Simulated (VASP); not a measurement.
A VASP 6.6.1 single-point calculation on Si

INCAR

```
PREC = Accurate
ISMEAR = 0
LASPH = .TRUE.
IBRION = -1
NSW = 0
LCHARG = .FALSE.
NELM = 120
LREAL = .TRUE.
SIGMA = 0.01
ISIF = 2
ALGO = Damped
EDIFF = 1E-7
LWAVE = .FALSE.
NBANDS = 11
TIME = 0.5
METAGGA = MS2
ENCUT = 520
```

KPOINTS

```
KPOINTS created by Atomic Simulation Environment
0
Gamma
8 8 8
0 0 0
```

POSCAR

```
Si
 1.0000000000000000
     0.0000000000000000    2.6132341397999999    2.6132341397999999
     2.6132341397999999    0.0000000000000000    2.6132341397999999
     2.6132341397999999    2.6132341397999999    0.0000000000000000
 Si
   2
Cartesian
  0.0000000000000000  0.0000000000000000  0.0000000000000000
  1.3066170698999999  1.3066170698999999  1.3066170698999999
```

The recommended PBE PAW datasets give the neutral cell 8 valence electrons.

Command

```
mpirun -np 1 vasp_std
```

Q: Predict the outcome of this run.

A: It converged. Results: gap between bands v and c on the k mesh 0.87 eV; least direct gap on the k mesh 3.28 eV; pressure 14.5 GPa. Band v is the last that the valence electrons fill when counted band by band, and c is the next.

OSZICAR

```
N       E                     dE             d eps       ncg     rms           ort
DAV:   1    -0.759785651355E+00   -0.75979E+00   -0.34541E+03   319   0.603E+02
DAV:   2    -0.226224238123E+02   -0.21863E+02   -0.20646E+02   319   0.978E+01
DAV:   3    -0.256204970525E+02   -0.29981E+01   -0.28668E+01   319   0.336E+01
DAV:   4    -0.261421267078E+02   -0.52163E+00   -0.50944E+00   319   0.136E+01
DAV:   5    -0.262387625841E+02   -0.96636E-01   -0.94500E-01   319   0.536E+00
SDA:   6    -0.190563511269E+02    0.71824E+01   -0.25431E+00   319   0.509E+00   0.000E+00
DMP:   7    -0.192401738845E+02   -0.18382E+00   -0.95772E-01   319   0.116E+00   0.227E+00
DMP:   8    -0.192954885502E+02   -0.55315E-01   -0.14489E-01   319   0.194E-01   0.287E-01
DMP:   9    -0.193030741686E+02   -0.75856E-02   -0.68455E-02   319   0.135E-01   0.614E-03
DMP:  10    -0.193078888420E+02   -0.48147E-02   -0.33893E-02   319   0.497E-02   0.542E-02
DMP:  11    -0.193100331921E+02   -0.21444E-02   -0.79816E-03   319   0.990E-03   0.182E-02
DMP:  12    -0.193104547365E+02   -0.42154E-03   -0.15771E-03   319   0.280E-03   0.105E-03
DMP:  13    -0.193105322227E+02   -0.77486E-04   -0.58235E-04   319   0.120E-03  -0.934E-05
DMP:  14    -0.193105669343E+02   -0.34712E-04   -0.25665E-04   319   0.463E-04   0.151E-04
DMP:  15    -0.193105836042E+02   -0.16670E-04   -0.10116E-04   319   0.162E-04   0.121E-04
DMP:  16    -0.193105898700E+02   -0.62658E-05   -0.32618E-05   319   0.490E-05   0.486E-05
DMP:  17    -0.193105915975E+02   -0.17275E-05   -0.10302E-05   319   0.163E-05   0.128E-05
DMP:  18    -0.193105921220E+02   -0.52451E-06   -0.41801E-06   319   0.662E-06   0.523E-06
DMP:  19    -0.193105923989E+02   -0.27691E-06   -0.15134E-06   319   0.212E-06   0.272E-06
DMP:  20    -0.193105925359E+02   -0.13700E-06   -0.36916E-07   319   0.498E-07   0.721E-07
DMP:  21    -0.193105925899E+02   -0.54003E-07   -0.90831E-08   319   0.160E-07   0.639E-08
   1 F= -.19310593E+02 E0= -.19310593E+02  d E =-.786866E-64
```

For comparison, a separate r²SCAN run of the intended cell, on usual settings and not on those above, gives a gap of 0.61 eV on its mesh and a pressure of 15.0 GPa.
